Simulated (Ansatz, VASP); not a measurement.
AgO: VASP beside Ansatz

```
Ag O
1.0
     0.00000    2.40800    2.31168
     2.40800    0.00000    2.31168
     2.40800    2.40800    0.00000
Ag O
1 1
Direct
  0.00000 0.00000 0.00000
  0.75000 0.75000 0.75000
```

Change from the starting cell: strain +0.000 along x and y, -0.040 along z, atoms carried along.

Alike in both runs: task single point; functional PBEsol; k mesh 18 × 18 × 18; occupations gaussian, width 0.15 eV; no spin polarisation.

|  | VASP | Ansatz |
| --- | --- | --- |
| version | VASP 6.6.1 | Ansatz 0.2.0 |
| potentials or method | VASP PAW PBE potentials, release 64 (Ag, O) | scalar-relativistic, plane waves, PAW |
| plane-wave cutoff (eV) | 520 | 420 |
| valence electrons in the cell | 17 | 25 |

```tsv
	VASP	Ansatz	Ansatz less VASP
gap on the k mesh at the Fermi level (eV)	none	none	-
pressure (GPa)	17.8	18.0	+0.26
largest component of the traceless stress (GPa)	1.16	1.16	+0.004
```

A gap of «none» marks a metal or a gap that the smearing closes. The two sets of potentials don't hold the same shells in valence.

Caveats: so large a pressure means that the cell lies far from this level's equilibrium, or that cutoff or potentials fall short (VASP); the potentials were made for another functional, which shifts forces and pressure (VASP); an odd number of electrons without spin polarisation forces a metal; a magnetic or distorted state may lie lower.
